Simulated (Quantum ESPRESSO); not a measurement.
**Sb in Quantum ESPRESSO: convergence with k mesh**

Sb:

```xyz
2
Lattice="2.1542 1.2437 3.7580 -2.1542 1.2437 3.7580 0.0000 -2.4875 3.7580" Properties=species:S:1:pos:R:3 pbc="T T T"
Sb    0.0000    0.0000    8.6416
Sb    0.0000    0.0000    2.6324
```

| Item | Value |
| --- | --- |
| Program | Quantum ESPRESSO 7.5 |
| Task | single point |
| Functional | PBE |
| Potentials or basis | PseudoDojo 0.4.1 SR PBE standard |
| Cutoff | 1088 eV |
| Density cutoff | 4354 eV |
| k mesh | 1 × 1 × 1 |
| Occupations | fermi-dirac, width 0.05 eV |
| Spin | no spin polarisation |

These are the settings of the first run; the series varies k mesh, with any setting tied to it.

Hardware: 1 thread of Arm Neoverse V1, with other jobs on the host.

```csv
k mesh,"energy less the tightest run, at zero smearing (meV/atom)",pressure (GPa),largest force (eV/Å),SCF cycles,CPU time (s),peak memory (GiB)
1 × 1 × 1,4355.05,45.99,2.732,9,3.3,0.07
2 × 2 × 2,979.40,9.23,1.902,9,9.3,0.07
4 × 4 × 4,-22.20,2.71,0.051,8,28,0.09
5 × 5 × 5,-19.04,2.59,0.061,9,44,0.1
6 × 6 × 6,-7.90,2.72,0.094,9,73,0.12
7 × 7 × 7,-8.77,2.70,0.176,9,100,0.14
8 × 8 × 8,-2.12,2.66,0.180,9,140,0.17
10 × 10 × 10,-0.54,2.68,0.208,8,230,0.26
11 × 11 × 11,0.00,2.68,0.219,8,300,0.31
```

Against the tightest run, the energy stays within 1 meV/atom from 10 × 10 × 10 on; the pressure stays within 0.1 GPa from 4 × 4 × 4 on. Not settled before the last step: the largest force (to 0.005 eV/Å). Meshes of other sizes hit other points, so gaps and Fermi surfaces needn't settle smoothly. The tightest run that finished is the yardstick and may itself not be fully converged.

The run has no spin-orbit coupling, so splittings on Sb are missing.
